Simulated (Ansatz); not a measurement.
# Si: the cost of one run

Method: DFT, PBE, plane-wave PAW, default files, scalar-relativistic, as far as a step names no other, in Ansatz 0.2.0.

**1. The structure to begin with**

It takes space group Cmce (No. 64, orthorhombic). The conventional cell has a = 7.920 Å, b = 4.759 Å, c = 4.736 Å, α = 90.00°, β = 90.00°, γ = 90.00°. Around Si (site symmetry m) lie 11 Si at 2.34 to 2.50 Å. Around Si (site symmetry 2) lie 10 Si at 2.40 to 2.50 Å.

Structure file:

```xyz
8
Lattice="3.9600 -2.3793 0.0000 3.9600 2.3793 0.0000 0.0000 0.0000 4.7361" Properties=species:S:1:pos:R:3 pbc="T T T"
Si    3.9600   -1.5561    1.5345
Si    3.9600   -0.8232    3.9025
Si    3.9600    1.5561    3.2016
Si    3.9600    0.8232    0.8336
Si    1.7741    0.0000    0.0000
Si    2.1859    0.0000    2.3681
Si    6.1459    0.0000    0.0000
Si    5.7341    0.0000    2.3681
```

The earlier run gave: no gap over 0.1 eV on the mesh, largest force 0.472 eV/Å, pressure 44.6 GPa.

Site by site (atoms counted from 1):

```tsv
site	atoms	first shell	V_zz (10²¹ V/m²)	η	C_Q (MHz)
Si1	1, 2, 3, 4	11 Si at 2.34–2.50 Å	1.31	0.99	–
Si5	5, 6, 7, 8	10 Si at 2.40–2.50 Å	0.87	0.75	–
```

Conventions: |V_zz| ≥ |V_yy| ≥ |V_xx|, η = (V_xx − V_yy)/V_zz, C_Q = eQV_zz/h. Nuclear quadrupole moments: year-2017 set (Pyykkö). A dash under C_Q marks elements without a common quadrupolar isotope.

**2. Ions relaxed at fixed cell**

Input file input.yaml:

```yaml
crystal:
  lattice:
    - [3.96, -2.3793, 0.0]
    - [3.96, 2.3793, 0.0]
    - [0.0, 0.0, 4.7361]
  atoms:
    - { symbol: Si, position: [0.827, 0.173, 0.324] }
    - { symbol: Si, position: [0.673, 0.327, 0.824] }
    - { symbol: Si, position: [0.173, 0.827, 0.676] }
    - { symbol: Si, position: [0.327, 0.673, 0.176] }
    - { symbol: Si, position: [0.224, 0.224, 0.0] }
    - { symbol: Si, position: [0.276, 0.276, 0.5] }
    - { symbol: Si, position: [0.776, 0.776, 0.0] }
    - { symbol: Si, position: [0.724, 0.724, 0.5] }
kpoints:
  mp_grid: { grid: [12, 12, 10] }
scf:
  occupations: { method: fermi_dirac, width: 0.05 }
hamiltonian:
  xc: pbe
  pseudopotentials: { kind: paw }
output:
  forces: true
  stress: true
  populations: true
  efg: { contact_densities: true }
relax:
  f_tol: 0.02
  max_steps: 60
```

On the command line:

```console
> ansatz run input.yaml --threads 1 --pin off --max-ram 3072MiB --backend cpu --events-out ev --progress --plain --runs-dir out
```

What time and memory should one allow on 1 thread of Intel Xeon 6975P-C (Granite Rapids), shared host?

About 50 s, with a peak of 0.84 GiB.
